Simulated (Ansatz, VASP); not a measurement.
# One calculation of Nb, two programs

INCAR

```
PREC = Accurate
ENCUT = 520
EDIFF = 1E-6
ISMEAR = -1
SIGMA = 0.1
LREAL = False
LASPH = True
NELM = 60
ALGO = Normal
ISIF = 2
LWAVE = False
LCHARG = True
GGA = B5
ALDAX = 1.0
AGGAX = 1.0
AGGAC = 1.0
ALDAC = 0.0
LELF = True
LVHAR = True
NBANDS = 20
```

The input KPOINTS:

```
Automatic mesh
0
Gamma
  14 14 7
```

Contents of POSCAR:

```
Nb
1.0
    2.8957170197      0.0000000000      0.0000000000
   -1.4478585098      2.5077645012      0.0000000000
    0.0000000000      0.0000000000      5.3553372068
Nb
2
Direct
    0.3333333333      0.6666666667      0.2500000000
    0.6666666667      0.3333333333      0.7500000000
```

Input for Ansatz:

```yaml
crystal:
  lattice:
    - [2.8957170197, 0.0, 0.0]
    - [-1.4478585098, 2.5077645012, 0.0]
    - [0.0, 0.0, 5.3553372068]
  atoms:
    - { symbol: Nb, position: [0.3333333333, 0.6666666667, 0.25] }
    - { symbol: Nb, position: [0.6666666667, 0.3333333333, 0.75] }
hamiltonian:
  xc: blyp
  pseudopotentials:
    kind: paw
    azcp:
      Nb: "pseudopotentials/Nb.paw.azcp"
basis:
  ecutwfc: 420
  fft_grid_basis: typed
kpoints:
  mp_grid: { grid: [14, 14, 7], shift: [0, 0, 0] }
magnetization:
  spin_polarized: false
scf:
  occupations: { method: fermi_dirac, width: 0.1 }
  lower_state_search: "off"
output:
  stress: true
  write_density: true
  write_potential: true
  elf: true
  volumetric_format: npy
```

Alike in both runs: task single point; functional BLYP; k mesh 14 × 14 × 7; occupations fermi-dirac, width 0.1 eV; no spin polarisation.

```csv
,VASP,Ansatz
version,VASP 6.6.1,Ansatz 0.2.0
potentials or method,"VASP PAW PBE potentials, release 64 (Nb_sv)","plane waves (420 eV) with PAW, scalar-relativistic"
plane-wave cutoff (eV),520,420
valence electrons in the cell,26,26
```

```tsv
	VASP	Ansatz	Ansatz less VASP
pressure (GPa)	-0.2	-0.1	+0.06
largest component of the traceless stress (GPa)	0.28	0.25	-0.031
```

The functional is the same, so the differences come from potentials, cutoffs and numerics.

Caveats: the PAW data sets were made with another functional, which shifts forces and pressure a little (VASP).
